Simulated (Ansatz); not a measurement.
input.yaml

```yaml
crystal:
  lattice:
    - [2.9004352002, 0.0, 0.0]
    - [-1.4502176001, 2.5118505654, 0.0]
    - [0.0, 0.0, 28.7729713409]
  atoms:
    - { symbol: Ti, position: [0.6666666667, 0.3333333333, 0.260661296] }
    - { symbol: Ti, position: [0.3333333333, 0.6666666667, 0.340440864] }
    - { symbol: Ti, position: [0.6666666667, 0.3333333333, 0.420220432] }
    - { symbol: Ti, position: [0.3333333333, 0.6666666667, 0.5] }
    - { symbol: Ti, position: [0.6666666667, 0.3333333333, 0.579779568] }
    - { symbol: Ti, position: [0.3333333333, 0.6666666667, 0.659559136] }
    - { symbol: Ti, position: [0.6666666667, 0.3333333333, 0.739338704] }
basis:
  ecutwfc: 420
kpoints:
  mp_grid: { grid: [6, 6, 1] }
hamiltonian:
  xc: pbesol
scf:
  occupations: { method: gaussian, width: 0.1 }
output:
  forces: true
  stress: true
  eigenvalues: true
efield:
  axis: 3
  dipole_correction: true
  ramp_width: 0.04
```

Run as
```bash
ansatz run input.yaml --threads 1 --pin off --max-ram 2560MiB --backend cpu --events-out ev --progress --plain --runs-dir out
```

The calculation used DFT PBEsol, scalar-relativistic, plane waves, PAW (Ansatz).

Abridged output:

```
Pseudopotentials: kind: paw
Pseudopotential: Ti, paw, valence charge 12, recommended cutoff 420 eV (normal)
Functional definition: PBEsol
Crystal: 7 atoms, lattice volume = 209.624 Å³
Basis set: ecut = 420 eV, 4081 PW (Γ), exchange–correlation on 40×40×400 points (8 copies of the dense FFT grid, shifted against one another)
Bands: 51, of which v1, the nominal top of the filled ones, is band 42 counted from 1 (41 counted from 0)
Symmetry: 6 space group operations
k-points: 7 of 36 (time reversal used)
Initial density: superposition of atomic densities (neutral atoms: chi_scale 0, normalization atom), corrected by the library's trained network
Initial wavefunctions: pseudopotential atomic-orbital guess
Functional: x = pbesol(κ = 0.804, μ = 0.12345679), c = pbesol(β = 0.046)
SCF iter   1: F=—  HF=-17315.262899 eV  |F-HF|=—  |Δ(HF+E_count)|=         —  Δρ=1.46e-2  dr2=1.03e1  ethr=1.77e-3  p=0.000 e·Å  D=1.04e-13 V/Å  ΔV_dip= 0.00 eV  dr2_dipole=4.85e-7  V_vac-E_F(+/−)=4.31/4.31 eV  ⟨swp⟩=10.6  Hψ=1778  notcnv=0
efield: sawtooth ramp at fractional position 0.9800 (placed from the atoms, in the widest stretch of the axis that holds none; the zero of the levels goes with the place), width 0.0400; the density the first Hamiltonian is built on has a dipole p = 0.000 e·Å; the dipole correction subtracts the counter field D = 1.04e-13 V/Å, which shifts the + side's vacuum level by  0.00 eV against the − side's; the planar-averaged density in the ramp window peaks in size at 1.3e-4 e/Å³
SCF iter   2: F=—  HF=-17315.178845 eV  |F-HF|=—  |Δ(HF+E_count)|=   8.41e-2  Δρ=5.69e-3  dr2=6.07e-1  ethr=1.77e-3  p=0.000 e·Å  D=2.02e-6 V/Å  ΔV_dip= 0.00 eV  dr2_dipole=1.78e-5  V_vac-E_F(+/−)=4.57/4.57 eV  ⟨swp⟩=2.6  Hψ=486  notcnv=0  defer=5
SCF iter   3: F=—  HF=-17315.168781 eV  |F-HF|=—  |Δ(HF+E_count)|=   1.01e-2  Δρ=1.08e-3  dr2=1.09e-2  ethr=7.22e-4  p=0.000 e·Å  D=3.65e-6 V/Å  ΔV_dip= 0.00 eV  dr2_dipole=3.02e-7  V_vac-E_F(+/−)=4.57/4.57 eV  ⟨swp⟩=2.1  Hψ=399  notcnv=0  defer=5
SCF iter   4: F=—  HF=-17315.168757 eV  |F-HF|=—  |Δ(HF+E_count)|=   2.39e-5  Δρ=4.38e-4  dr2=5.66e-4  ethr=1.29e-5  p=0.000 e·Å  D=9.21e-6 V/Å  ΔV_dip= 0.00 eV  dr2_dipole=2.83e-9  V_vac-E_F(+/−)=4.59/4.59 eV  ⟨swp⟩=2.6  Hψ=440  notcnv=0  defer=5
SCF iter   5: F=—  HF=-17315.168752 eV  |F-HF|=—  |Δ(HF+E_count)|=   4.87e-6  Δρ=1.82e-4  dr2=9.24e-5  ethr=6.73e-7  p=0.000 e·Å  D=9.30e-6 V/Å  ΔV_dip= 0.00 eV  dr2_dipole=3.62e-10  V_vac-E_F(+/−)=4.61/4.61 eV  ⟨swp⟩=2.6  Hψ=453  notcnv=0  defer=5
SCF iter   6: F=—  HF=-17315.168629 eV  |F-HF|=—  |Δ(HF+E_count)|=   1.23e-4  Δρ=9.19e-5  dr2=5.73e-5  ethr=1.10e-7  p=0.000 e·Å  D=6.04e-6 V/Å  ΔV_dip= 0.00 eV  dr2_dipole=1.64e-10  V_vac-E_F(+/−)=4.63/4.63 eV  ⟨swp⟩=2.4  Hψ=474  notcnv=0  defer=5
SCF iter   7: F=—  HF=-17315.168633 eV  |F-HF|=—  |Δ(HF+E_count)|=   3.93e-6  Δρ=4.87e-5  dr2=8.17e-6  ethr=6.82e-8  p=0.000 e·Å  D=3.81e-6 V/Å  ΔV_dip= 0.00 eV  dr2_dipole=4.71e-9  V_vac-E_F(+/−)=4.64/4.64 eV  ⟨swp⟩=2.0  Hψ=404  notcnv=0  defer=5
SCF iter   8: F=—  HF=-17315.168633 eV  |F-HF|=—  |Δ(HF+E_count)|=   5.47e-8  Δρ=1.50e-5  dr2=4.35e-7  ethr=9.73e-9  p=0.000 e·Å  D=2.55e-6 V/Å  ΔV_dip= 0.00 eV  dr2_dipole=6.38e-11  V_vac-E_F(+/−)=4.64/4.64 eV  ⟨swp⟩=2.4  Hψ=433  notcnv=0  defer=5
SCF iter   9: F=-17315.168633 eV  HF=-17315.168633 eV  |F-HF|=5.30e-8  |Δ(HF+E_count)|=   2.37e-7  Δρ=4.20e-6  dr2=3.43e-8  ethr=1.19e-10  p=0.000 e·Å  D=7.51e-7 V/Å  ΔV_dip= 0.00 eV  dr2_dipole=3.35e-11  V_vac-E_F(+/−)=4.64/4.64 eV  ⟨swp⟩=15.3  Hψ=1627  notcnv=0
the search or the solves at the SCF's close seem to have found levels that the self-consistency loop had missed (the run counts 1). By its estimate they hold under 1e-12 electrons; where the run keeps them, the occupations were computed again with them
SCF 1 converged in 9 iterations: F = -17315.168633 eV  dr2 = 3.43e-8
SCF converged after 9 iterations
Free energy (F): -17315.168633 eV
Harris-Foulkes:  -17315.168633 eV  (|F-HF|=5.30e-8)
Internal energy: -17315.101726 eV  (E = F + TS)
E sigma→0 (E₀):  -17315.135180 eV
Entropy (-TS):   -0.066907 eV (-9.558 meV/atom)
Fermi energy:    5.831477 eV
Dipole field:    D = -0.000007 V/Å  (p = -0.000008 e·Å, saw-weighted, corrected)
Work function:   Φ+ = 4.6389 eV   Φ− = 4.6387 eV
Levels:          The Fermi level and band energies are counted from a zero that moves with the ramp; work functions are not
--- Per-component energies (eV) ---
  E_band       = -1724.750448
  E_kinetic    = 1907.122286
  E_local      = -88920.293145  (includes V_loc(G=0)·N_el)
  E_nonlocal   = 67.867780
  E_hartree    = 43632.039861
  E_xc         = -675.282651
  E_vxc        = -848.382550  (∫ρ·V_xc dr)
  E_paw        = -7158.406659  (= ΣΔE_a)
  E_vpaw       = -1195.159937  (= ΣTr[D̂ρ^β])
  E_aug_tail   = 0.000737  (compensation charges beyond the density's cutoff)
  E_efield     = 0.000000  (sawtooth field / dipole correction)
  E_vefield    = 0.000000  (∫n·V_field dr)
  E_ewald      = 33830.874375
  E_core_change = 0.975690  (= ΣΔE_core)
  E_smearing   = -0.066907  (= −TS)
--- Forces (eV/Å), atoms counted from 1 ---
  atom   1  Ti     0.00000000     0.00000000     0.47482492
  atom   2  Ti     0.00000000     0.00000000    -0.59844536
  atom   3  Ti     0.00000000     0.00000000     0.10677634
  atom   4  Ti     0.00000000     0.00000000     0.00000485
  atom   5  Ti     0.00000000     0.00000000    -0.10677567
  atom   6  Ti     0.00000000     0.00000000     0.59844479
  atom   7  Ti     0.00000000     0.00000000    -0.47483191
--- Stress (GPa, compression-positive) ---
       -1.539763       0.000000       0.000000
        0.000000      -1.539763       0.000000
        0.000000       0.000000      -1.173143
  P = ⅓ Tr σ = -1.4176 GPa (-14.176 kbar)
--- Band table (eV; the first three rows and the last of 7) ---
  k-point 0: bands = ["-50.8232", "-50.8232", "-50.6900", "-50.6282", "-50.5923", "-50.5367", "-50.5266", "-27.4350", "-27.3764", "-27.3013", "-27.1253", "-26.9365", "-26.8690", "-26.8690", "-26.8690", "-26.8690", "-26.7452", "-26.7190", "-26.7190", "-26.6723", "-26.6723", "-26.6621", "-26.6503", "-26.6503", "-26.6104", "-26.6104", "-26.6029", "-26.6029", "-0.3005", "0.1460", "0.7606", "1.5101", "2.2321", "2.7722", "2.9950", "5.6834", "5.7355", "5.9631", "6.1088", "6.3128", "6.4633", "6.4633", "6.4786", "6.4950", "6.4950", "6.5610", "6.5610", "6.5948", "6.5965", "6.5965", "6.6834"]
  k-point 1: bands = ["-50.8006", "-50.8006", "-50.6613", "-50.6031", "-50.5723", "-50.5206", "-50.5128", "-27.3757", "-27.3362", "-27.2807", "-27.1377", "-27.0307", "-27.0063", "-26.9519", "-26.9015", "-26.9015", "-26.8479", "-26.8200", "-26.7858", "-26.7598", "-26.7324", "-26.7188", "-26.7086", "-26.6890", "-26.6802", "-26.6692", "-26.6344", "-26.6236", "0.4680", "0.8867", "1.4645", "2.1797", "2.8880", "3.4148", "3.5919", "5.2533", "5.2632", "5.5505", "5.5927", "5.7290", "5.8143", "5.9636", "6.0255", "6.1478", "6.3025", "6.5652", "6.5836", "6.7996", "6.8468", "6.8477", "6.8719"]
  k-point 2: bands = ["-50.7550", "-50.7550", "-50.6002", "-50.5504", "-50.5329", "-50.4902", "-50.4874", "-27.3155", "-27.3119", "-27.2784", "-27.2572", "-27.2284", "-27.2224", "-27.1230", "-27.0871", "-27.0152", "-26.9667", "-26.9660", "-26.9659", "-26.8732", "-26.8369", "-26.7954", "-26.7781", "-26.7418", "-26.7396", "-26.7363", "-26.6846", "-26.6682", "2.2538", "2.4951", "2.8187", "3.2238", "3.6367", "3.9626", "4.0466", "4.4260", "4.6393", "4.8454", "5.0140", "5.2084", "5.2503", "5.8470", "5.8620", "6.2628", "6.3595", "6.4811", "6.5883", "6.6231", "6.7551", "6.8060", "6.8623"]
  k-point 6: bands = ["-50.7206", "-50.7206", "-50.5475", "-50.5066", "-50.5066", "-50.4713", "-50.4713", "-27.2807", "-27.2760", "-27.2509", "-27.2506", "-27.2484", "-27.2289", "-27.1975", "-27.1739", "-27.1462", "-27.0771", "-27.0697", "-27.0385", "-27.0099", "-26.9681", "-26.9361", "-26.9081", "-26.9077", "-26.8314", "-26.7835", "-26.7690", "-26.7498", "4.0780", "4.2587", "4.4199", "4.4398", "4.4535", "4.5018", "4.5241", "4.5389", "4.5493", "4.5901", "4.6275", "5.0990", "5.1180", "5.6286", "5.7221", "5.7702", "5.9084", "5.9113", "5.9122", "5.9640", "6.0952", "6.1178", "7.3732"]
```

The run converged.

Time: 12 s on 1 thread of Arm Neoverse V1 (shared host), peak memory 0.4 GiB.